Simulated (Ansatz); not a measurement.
# ZnSe: the cost of one run

Computed with Ansatz 0.2.0 (DFT PBE, scalar-relativistic, plane waves, PAW, unless a step's input says otherwise).

4 further runs of the same task are left out: 1 that didn't finish, 3 set aside as unsound or not needed.

## 1. The system as given

It takes space group F-43m (No. 216, cubic). Conventional cell: a = 5.733 Å, b = 5.733 Å, c = 5.733 Å, α = 90.00°, β = 90.00°, γ = 90.00°. Zn (site symmetry -43m) has 4 Se at 2.48 Å as nearest neighbours. Around Se (site symmetry -43m) lie 4 Zn at 2.48 Å.

Structure file:

```cif
data_structure
_symmetry_space_group_name_H-M 'P 1'
_symmetry_Int_Tables_number 1
_cell_length_a 4.0536
_cell_length_b 4.0536
_cell_length_c 4.0536
_cell_angle_alpha 60.000
_cell_angle_beta 60.000
_cell_angle_gamma 60.000
_cell_volume 47.10
loop_
_atom_site_label
_atom_site_type_symbol
_atom_site_fract_x
_atom_site_fract_y
_atom_site_fract_z
_atom_site_occupancy
Zn1 Zn 0.00000 0.00000 0.00000 1
Se1 Se 0.75000 0.75000 0.75000 1
```

It is the result of an earlier relaxation at this level (volume 23.55 Å³/atom; gap on the mesh: 1.15 eV).

## 2. Relaxing at 40 GPa

What is minimised here is the enthalpy; the energy can go up as the cell is squeezed.

Input file input.yaml:

```yaml
crystal:
  lattice:
    - [0.0, 2.8663043619, 2.8663043619]
    - [2.8663043619, 0.0, 2.8663043619]
    - [2.8663043619, 2.8663043619, 0.0]
  atoms:
    - { symbol: Zn, position: [0.0, 0.0, 0.0] }
    - { symbol: Se, position: [0.75, 0.75, 0.75] }
basis:
  ecutwfc: 420
kpoints:
  mp_grid: { grid: [8, 8, 8] }
hamiltonian:
  xc: pbe
scf:
  occupations: { method: fixed }
output:
  forces: true
  stress: true
  eigenvalues: true
relax:
  adjacent_minimum: "off"
  f_tol: 0.001
  max_steps: 60
  cell: { stress_tol: 0.02, p_target: 40.0 }
```

Run with:

```
ansatz run input.yaml --threads 1 --pin off --max-ram 3072MiB --backend cpu --events-out ev --progress --plain --runs-dir out
```

**Question.** How long does this run take on 1 thread of Intel Xeon Platinum 8375C at 2.90GHz (Ice Lake), shared host, and how much memory does it need?

About 25 s, with a peak of 0.4 GiB.
